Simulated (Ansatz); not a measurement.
The system is KMgF3.

```xyz
5
Lattice="3.9859 0.0000 0.0000 0.0000 3.9859 0.0000 0.0000 0.0000 3.9859" Properties=species:S:1:pos:R:3 pbc="T T T"
K     1.9929    1.9929    1.9929
Mg    0.0000    0.0000    0.0000
F     0.0000    0.0000    1.9929
F     0.0000    1.9929    0.0000
F     1.9929    0.0000    0.0000
```

Base run:

```yaml
Program: Ansatz 0.2.0
Functional: revPBE
Potentials_or_basis: Ansatz PAW
Cutoff: "420 eV (not typed: the program's choice for these potentials)"
k_mesh: 7 × 7 × 7
Occupations: fermi-dirac, width 0.05 eV
Spin: no spin polarisation
```

Its results: band gap on the k mesh 7.61 eV, indirect (least direct gap 7.90 eV); pressure 7.2 GPa.

**Question.** The run is repeated on the same cell with these changes: functional from revPBE to BLYP. What comes out?

**Answer.** Band gap on the k mesh 7.49 eV, indirect (least direct gap 7.77 eV); pressure 5.0 GPa.

Caveats: odd divisions of the mesh miss points on the zone boundary, where band edges often lie, so the gap on the mesh can be too wide; the PAW data sets come from PBE, with cores solved anew for the run's functional, which leaves a small shift of forces and pressure; the density of states is complete only up to the lowest level of the last band computed.

A k mesh can miss the band edges.
